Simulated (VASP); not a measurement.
Write the native input for VASP 6.6.1 that does the following.

```
Task                   : single point
Functional             : PBEsol
Potentials or basis    : VASP PAW PBE potentials, release 64 (Bi_d, Te)
Cutoff                 : 520 eV
k mesh                 : 6 × 6 × 6
Occupations            : gaussian, width 0.1 eV
Spin                   : no spin polarisation
Dipole correction      : no
Further INCAR settings : ALGO = Fast; EDIFF = 1e-07; NBANDS = 18
```

The structure of BiTe lies in POSCAR:

```
BiTe
1.0
    2.4227077728      1.3987509848      3.3172919545
   -2.4227077728      1.3987509848      3.3172919545
    0.0000000000     -2.7975019696      3.3172919545
Bi Te
1 1
Direct
    0.5000000000      0.5000000000      0.5000000000
    0.0000000000      0.0000000000      0.0000000000
```

The cell comes from a database or a generator and needn't be the stable form of this composition.

The input as run:

INCAR

```
SYSTEM = BiTe
  PREC = Accurate
  ENCUT = 520
  EDIFF = 1E-7
  ISMEAR = 0
  SIGMA = 0.1
  LREAL = .FALSE.
  LASPH = .TRUE.
  NELM = 100
  ALGO = Fast
  ISIF = 2
  LWAVE = .FALSE.
  LCHARG = .TRUE.
  GGA = PS
  LELF = .TRUE.
  LVHAR = .TRUE.
  NBANDS = 18
```

KPOINTS

```
regular mesh
0
G
  6 6 6
  0 0 0
```

Potentials or basis: VASP PAW PBE potentials, release 64 (Bi_d, Te).

Command:

```console
$ cat potpaw_PBE.64/Bi_d/POTCAR potpaw_PBE.64/Te/POTCAR > POTCAR
$ mpirun -np 1 vasp_std > vasp.out
```

It gave:

```json
{
 "Pressure": "-2.6 GPa",
 "Band gap on the k mesh": "none (metal or under the smearing width)"
}
```

Caveat: the PAW data sets were made with another functional, which shifts forces and pressure a little; spin-orbit coupling is left out, which moves the levels of the heavy elements.

Run time: 22 s on 1 thread of Intel(R) Xeon(R) Platinum 8488C (Sapphire Rapids), with other jobs on the host, peak memory 0.19 GiB.
